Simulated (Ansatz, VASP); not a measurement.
ZnS: VASP beside Ansatz

The input INCAR:

```
ALGO = Normal ; EDIFF = 1E-6
ENCUT = 520 ; GGA = PS
ISIF = 2 ; ISMEAR = -1
ISPIN = 2 ; LASPH = True
LCHARG = False ; LORBIT = 11
LREAL = False ; LWAVE = False
MAGMOM = 2 3 ; NBANDS = 20
NELM = 150 ; PREC = Accurate
SIGMA = 0.05
```

The input KPOINTS:

```
k-points
0
Gamma
  16 16 16
```

The input POSCAR:

```
ZnS
1.0
    0.0000000000      2.1622143090      2.1622143090
    2.1622143090      0.0000000000      2.1622143090
    2.1622143090      2.1622143090      0.0000000000
Zn S
1 1
Direct
    0.0000000000      0.0000000000      0.0000000000
    0.5000000000      0.5000000000      0.5000000000
```

Input for Ansatz:

```yaml
crystal:
  lattice:
    - [0.0, 2.162214309, 2.162214309]
    - [2.162214309, 0.0, 2.162214309]
    - [2.162214309, 2.162214309, 0.0]
  atoms:
    - { symbol: Zn, position: [0.0, 0.0, 0.0], spin: 2.0 }
    - { symbol: S, position: [0.5, 0.5, 0.5], spin: 3.0 }
kpoints:
  mp_grid: { grid: [16, 16, 16] }
  band_path:
    path:
      - [0.0, 0.0, 0.0]
      - [0.5, 0.0, 0.5]
      - [0.625, 0.25, 0.625]
      - [0.375, 0.375, 0.75]
      - [0.0, 0.0, 0.0]
      - [0.5, 0.5, 0.5]
      - [0.5, 0.25, 0.75]
      - [0.5, 0.0, 0.5]
    npoints: 8
scf:
  occupations: { method: fermi_dirac, width: 0.05 }
  n_extra_bands: 8
hamiltonian:
  xc: pbesol
  pseudopotentials: { kind: all_electron, lapw: { basis_error: 0.001 } }
output:
  forces: true
  stress: true
  eigenvalues: true
  populations: true
magnetization:
  spin_polarized: true
```

Measurements of this composition are mostly on another form, of space group No. 216.

Alike in both runs: task single point; functional PBEsol; k mesh 16 × 16 × 16; occupations fermi-dirac, width 0.05 eV; collinear spin.

|  | VASP | Ansatz |
| --- | --- | --- |
| version | VASP 6.6.1 | Ansatz 0.2.0 |
| potentials or method | VASP PAW PBE potentials, release 64 (Zn, S) | all-electron LAPW, scalar-relativistic |
| plane-wave cutoff (eV) | 520 | see its input |

|  | VASP | Ansatz | Ansatz less VASP |
| --- | --- | --- | --- |
| gap on the k mesh at the Fermi level (eV) | none | none | - |
| net moment per atom (μB) | 0.00 | 0.00 | 0.000 |

A gap of «none» marks a metal or a gap that the smearing closes. Ansatz ran all-electron here, so the differences hold the error of VASP's frozen core and of both bases. Ansatz warned: «seeded_moment_not_kept».
